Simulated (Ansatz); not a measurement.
# In: energy and pressure over a range of volumes

One table from this session's results is given with a row withheld; the runs are named, their logs left out.

Method: DFT PBE, scalar-relativistic, in Ansatz 0.2.0.

**The system as given**

Symmetry: I4/mmm, No. 139, tetragonal system. Conventional cell: a = 3.389 Å, b = 3.389 Å, c = 4.595 Å, α = 90.00°, β = 90.00°, γ = 90.00°. In (site symmetry 4/mmm) has 12 In at 3.32 to 3.39 Å as nearest neighbours.

As a file:

```xyz
1
Lattice="-1.6947 1.6947 2.2974 1.6947 -1.6947 2.2974 1.6947 1.6947 -2.2974" Properties=species:S:1:pos:R:3 pbc="T T T"
In    0.0000    0.0000    0.0000
```

The cell is one relaxed in the Materials Project, used as it stands.

The first run:

input.yaml reads:

```yaml
crystal:
  lattice:
    - [-1.6604059914, 1.6604059914, 2.2508730305]
    - [1.6604059914, -1.6604059914, 2.2508730305]
    - [1.6604059914, 1.6604059914, -2.2508730305]
  atoms:
    - { symbol: In, position: [0.0, 0.0, 0.0] }
kpoints:
  mp_grid: { grid: [17, 17, 17] }
scf:
  occupations: { method: fermi_dirac, width: 0.03 }
hamiltonian:
  xc: pbe
  pseudopotentials: { kind: all_electron, lapw: { basis_error: 0.0005 } }
output:
  forces: true
  stress: true
  eigenvalues: true
```

Among the steps run: Volume × 0.9405, LAPW; Volume × 0.9405, PAW; Volume × 0.9405, crystal datasets; Volume × 0.98, LAPW; Volume × 0.98, PAW; Volume × 1.02, LAPW; Volume × 1.02, PAW; Volume × 1.06, LAPW; Volume × 1.06, PAW; Volume × 1.06, crystal datasets.

One of the session's tables, all rows but one given; the rest of the session is left out.

```
          method  volume (Å³/atom)  pressure (GPa)
            LAPW            24.822            4.74
            LAPW            25.865            2.52
            LAPW            26.393            1.59
            LAPW            26.920            0.76
            LAPW            27.976           -0.63
             PAW            24.822            4.74
             PAW            25.865            2.52
             PAW            26.393               ?
             PAW            26.920            0.75
             PAW            27.976           -0.63
crystal datasets            24.822            4.74
crystal datasets            26.393            1.59
crystal datasets            27.976           -0.63
```

Estimate the missing values for PAW, 26.393.

The run gave: pressure (GPa): 1.58. In the column «pressure (GPa)» it lies between LAPW, 26.920 (0.76) and LAPW, 26.393 (1.59).

Limits of these values: Shape and positions are held, so a fully relaxed modulus can be lower. Warnings in the runs' records: gradients without spin orbit, crystal datasets made.
